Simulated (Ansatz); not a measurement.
## O started on a Ca site in rocksalt CaO, 64 atoms, charge −1

All numbers below come from DFT, PBEsol, PAW, plane waves (Ansatz 0.2.0).

Command:

```sh
ansatz run in.yaml --threads 8 --pin off --max-ram 118750MiB --runs-dir r --events-out ev --progress --plain --backend cuda --devices 0, --max-vram 170GiB
```

The input less its lattice and atoms (starting moments on atoms near the defect: 1 μB in all):

```yaml
crystal:
  symmetry: { detect: false }
kpoints:
  mp_grid: { grid: [1, 1, 1], shift: [0.25, 0.25, 0.25] }
hamiltonian:
  xc: pbesol
total_charge: -1
magnetization:
  spin_polarized: true
scf:
  occupations: { method: fermi_dirac, width: 0.01 }
relax:
  f_tol: 0.03
  max_steps: 80
  escape_saddle: false
  adjacent_minimum: "off"
output:
  forces: true
  eigenvalues: true
  populations: true
  charged_corrections: { epsilon: 11.9 }
```

Start:

```xyz
64
Lattice="9.5352 0.0000 0.0000 0.0000 9.5352 0.0000 0.0000 0.0000 9.5352" Properties=species:S:1:pos:R:3 pbc="T T T"
O     2.3628    0.0005    0.0043
O     2.3621    9.5154    4.7316
O     2.3889    4.7769    0.0112
O     2.3890    4.7674    4.7815
O     7.1551    0.0128    9.5303
O     7.1573    0.0270    4.7434
O     7.1529    4.7642    9.5061
O     7.1748    4.7821    4.7594
O     0.0242    2.4149    0.0057
O     9.5234    2.4275    4.7905
O     0.0191    7.1662    9.5332
O     0.0333    7.1440    4.7679
O     4.7424    2.3765    0.0133
O     4.7641    2.3603    4.7355
O     4.7459    7.1516    0.0349
O     4.7649    7.1915    4.7684
O     9.5288    0.0052    2.3819
O     9.4976    0.0359    7.1603
O     0.0029    4.7864    2.3379
O     0.0015    4.7750    7.1666
O     4.7698    0.0202    2.3593
O     4.7604    9.4975    7.1062
O     4.7580    4.7469    2.3747
O     4.7688    4.7915    7.1580
O     4.7992    4.7649    4.7717
O     2.4037    2.3951    2.4012
O     2.3684    2.3900    7.1489
O     2.3533    7.1398    2.3849
O     2.3888    7.1558    7.1539
O     7.1591    2.3717    2.3555
O     7.1654    2.4315    7.1709
O     7.1604    7.1664    2.4118
O     7.1408    7.1340    7.1723
Ca    9.5317    9.5343    0.0112
Ca    9.5318    0.0316    4.7661
Ca    0.0337    4.7633    9.5245
Ca    0.0072    4.8019    4.7568
Ca    4.7810    0.0482    9.5331
Ca    4.7624    0.0484    4.7778
Ca    4.7971    4.7413    9.5036
Ca    2.3916    2.3635    0.0062
Ca    2.3866    2.3602    4.7648
Ca    2.3593    7.1650    9.4911
Ca    2.3933    7.1372    4.7928
Ca    7.1590    2.4028    9.5094
Ca    7.1838    2.3705    4.7769
Ca    7.1525    7.1501    9.5127
Ca    7.1445    7.1521    4.7978
Ca    2.3969    9.5185    2.4127
Ca    2.3572    0.0164    7.1060
Ca    2.3808    4.7772    2.3920
Ca    2.3515    4.7815    7.1224
Ca    7.1548    0.0325    2.3948
Ca    7.1286    9.5238    7.1365
Ca    7.1315    4.7824    2.3682
Ca    7.1463    4.7382    7.1680
Ca    9.5346    2.3725    2.4172
Ca    9.5195    2.3646    7.1320
Ca    0.0197    7.1344    2.3775
Ca    0.0056    7.1331    7.1409
Ca    4.8078    2.3711    2.3789
Ca    4.7596    2.3891    7.1917
Ca    4.7422    7.1477    2.3778
Ca    4.7551    7.1332    7.1552
```

Steps:

```tsv
step	energy less the first (eV)	largest force component (eV/Å)
start	0.000	1.514
1	-0.857	0.809
2	-1.343	0.074
3	-1.366	0.104
4	-1.382	0.076
5	-1.385	0.005
6	-1.385	0.005
```

A structure on the way, about -1.34 eV from the start:

```
O Ca
1.0
     9.53520    0.00000    0.00000
     0.00000    9.53520    0.00000
     0.00000    0.00000    9.53520
O Ca
33 31
Direct
  0.24934 0.00059 0.99963
  0.24849 0.00056 0.49966
  0.24851 0.50062 0.99927
  0.23309 0.50048 0.49937
  0.75039 0.00068 0.99977
  0.75100 0.00048 0.49950
  0.75129 0.50067 0.99969
  0.76657 0.50036 0.49996
  0.99970 0.24993 0.99940
  0.99994 0.24940 0.49950
  0.99973 0.75105 0.99971
  0.99966 0.75241 0.49928
  0.49991 0.24958 0.99969
  0.49995 0.23408 0.49962
  0.49970 0.75209 0.99933
  0.49991 0.76718 0.49978
  0.99984 0.00058 0.24891
  0.99991 0.00023 0.75028
  0.99962 0.50049 0.24830
  0.99945 0.50043 0.75076
  0.49983 0.00045 0.24842
  0.49962 0.00082 0.75110
  0.49966 0.50048 0.23320
  0.49993 0.50043 0.76636
  0.51364 0.48648 0.51290
  0.25079 0.25134 0.25023
  0.25059 0.25174 0.74887
  0.25085 0.74965 0.25041
  0.25063 0.74966 0.74863
  0.74907 0.25160 0.25053
  0.74902 0.25081 0.74872
  0.74888 0.74973 0.25035
  0.74904 0.74952 0.74876
  0.99979 0.00079 0.99947
  0.99988 0.00089 0.49966
  0.99952 0.50093 0.99948
  0.00080 0.50084 0.49935
  0.49964 0.00050 0.99944
  0.49939 0.99964 0.49884
  0.49965 0.50099 0.00036
  0.25090 0.25211 0.99934
  0.25353 0.25533 0.49985
  0.25100 0.74931 0.99985
  0.25443 0.74596 0.49954
  0.74846 0.25167 0.99967
  0.74556 0.25477 0.49949
  0.74859 0.74962 0.99969
  0.74530 0.74699 0.49975
  0.25088 0.00078 0.25047
  0.25086 0.00049 0.74844
  0.25423 0.50064 0.25450
  0.25390 0.50072 0.74492
  0.74858 0.00068 0.25055
  0.74866 0.00091 0.74831
  0.74506 0.50049 0.25344
  0.74572 0.50076 0.74542
  0.99980 0.25187 0.25062
  0.99975 0.25200 0.74861
  0.99966 0.74967 0.25081
  0.99992 0.74978 0.74834
  0.49961 0.25554 0.25334
  0.49999 0.25453 0.74552
  0.49985 0.74587 0.25453
  0.49987 0.74684 0.74478
```

End:

```xyz
64
Lattice="9.5352 0.0000 0.0000 0.0000 9.5352 0.0000 0.0000 0.0000 9.5352" Properties=species:S:1:pos:R:3 pbc="T T T"
O     2.3740    0.0094    9.5277
O     2.3666    0.0171    4.7609
O     2.3669    4.7761    9.5193
O     2.2097    4.7714    4.7653
O     7.1524    0.0086    9.5285
O     7.1605    0.0147    4.7616
O     7.1607    4.7755    9.5230
O     7.3042    4.7696    4.7676
O     9.5309    2.3870    9.5287
O     9.5246    2.3787    4.7618
O     9.5300    7.1654    9.5278
O     9.5222    7.1725    4.7613
O     4.7641    2.3788    9.5225
O     4.7697    2.2333    4.7676
O     4.7635    7.1725    9.5201
O     4.7675    7.3300    4.7655
O     9.5299    0.0093    2.3718
O     9.5307    0.0085    7.1502
O     9.5215    4.7760    2.3646
O     9.5251    4.7754    7.1585
O     4.7632    0.0171    2.3644
O     4.7638    0.0147    7.1584
O     4.7674    4.7715    2.2074
O     4.7698    4.7694    7.3029
O     5.0710    4.4599    5.0719
O     2.3867    2.3997    2.3845
O     2.3871    2.3995    7.1376
O     2.3857    7.1537    2.3834
O     2.3867    7.1526    7.1374
O     7.1398    2.3995    2.3850
O     7.1428    2.3967    7.1405
O     7.1396    7.1528    2.3844
O     7.1397    7.1521    7.1376
Ca    9.5330    0.0065    9.5309
Ca    9.5340    0.0052    4.7587
Ca    9.5345    4.7785    9.5323
Ca    0.0047    4.7819    4.7565
Ca    4.7608    0.0052    9.5318
Ca    4.7573    9.5340    4.7551
Ca    4.7586    4.7819    0.0029
Ca    2.3886    2.4056    9.5284
Ca    2.4044    2.4483    4.7612
Ca    2.3918    7.1476    9.5282
Ca    2.4331    7.1061    4.7602
Ca    7.1387    2.4008    9.5291
Ca    7.1169    2.4226    4.7634
Ca    7.1342    7.1510    9.5283
Ca    7.0907    7.1345    4.7610
Ca    2.3915    0.0091    2.3893
Ca    2.3884    0.0089    7.1320
Ca    2.4335    4.7769    2.4314
Ca    2.4051    4.7759    7.0893
Ca    7.1342    0.0089    2.3862
Ca    7.1383    0.0081    7.1362
Ca    7.0916    4.7760    2.4029
Ca    7.1169    4.7736    7.1147
Ca    9.5306    2.4055    2.3863
Ca    9.5313    2.4007    7.1367
Ca    9.5303    7.1476    2.3895
Ca    9.5305    7.1510    7.1321
Ca    4.7634    2.4484    2.4024
Ca    4.7656    2.4227    7.1146
Ca    4.7625    7.1060    2.4311
Ca    4.7633    7.1345    7.0884
```

The run converged.

Time: 5.7 s of wall time on one NVIDIA GB200 with 8 processor threads, on a host shared with other runs; peak host memory 1.9 GiB.

(1) How much energy did the relaxation gain, and which atom moved most?

The moment started at 1 μB and ended at 3.0 μB; no other spin state is shown. The one k point has no symmetry partners, which can distort the end along one axis.

Answers

(1) 1.39 eV in 6 steps, from a start with small random displacements; atom 25 (O) moved 0.51 Å, the median atom 0.04 Å (drift of the whole cell removed).
